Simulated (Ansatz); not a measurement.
# AlN: the cost of one run

Program: Ansatz 0.2.0. Level of theory: DFT PBE, scalar-relativistic, plane waves, PAW. These are calculated values, not measurements.

2 further runs of the same task are left out: 2 set aside as unsound or not needed.

### Step 1. The structure to begin with

Symmetry: F-43m, No. 216, cubic system. The conventional cell has a = 4.403 Å, b = 4.403 Å, c = 4.403 Å, α = 90.00°, β = 90.00°, γ = 90.00°. Around Al (site symmetry -43m) lie 4 N at 1.91 Å. N (site symmetry -43m) is surrounded by 4 Al at 1.91 Å.

Coordinates:

```
CELL_PARAMETERS angstrom
0.00000 2.20159 2.20159
2.20159 0.00000 2.20159
2.20159 2.20159 0.00000
ATOMIC_POSITIONS crystal
Al 0.00000 0.00000 0.00000
N 0.75000 0.75000 0.75000
```

It goes back to an entry of the Materials Project, which need not be the stable form.

It is the result of an earlier relaxation at this level (volume 10.67 Å³/atom; gap on the mesh: 3.31 eV).

### Step 2. The reference cell

The reference gives a free energy of -924.2111 eV, pressure 0.00 GPa, largest force 0.000 eV/Å and gap on the mesh 3.31 eV. It was computed beforehand with the settings of the runs below.

### Step 3. Zone-centre phonons by finite displacements

input.yaml

```yaml
crystal:
  lattice:
    - [0.0, 2.2015871043, 2.2015871043]
    - [2.2015871043, 0.0, 2.2015871043]
    - [2.2015871043, 2.2015871043, 0.0]
  atoms:
    - { symbol: Al, position: [0.0, 0.0, 0.0] }
    - { symbol: "N", position: [0.75, 0.75, 0.75] }
basis:
  ecutwfc: 420
kpoints:
  mp_grid: { grid: [10, 10, 10] }
hamiltonian:
  xc: pbe
scf:
  occupations: { method: gaussian, width: 0.05 }
output:
  eigenvalues: true
phonons:
  method: fd
  supercell: [1, 1, 1]
  amplitude: 0.02
  eigenvectors: true
  dielectric: false
```

Launch:

```
ansatz run input.yaml --threads 2 --pin off --max-ram 5120MiB --backend cpu --events-out ev --progress --plain --runs-dir out
```

Q: Estimate wall time and peak memory on 2 threads of Intel Xeon Platinum 8488C (Sapphire Rapids), shared host.

About 3 s, with a peak of 0.41 GiB.
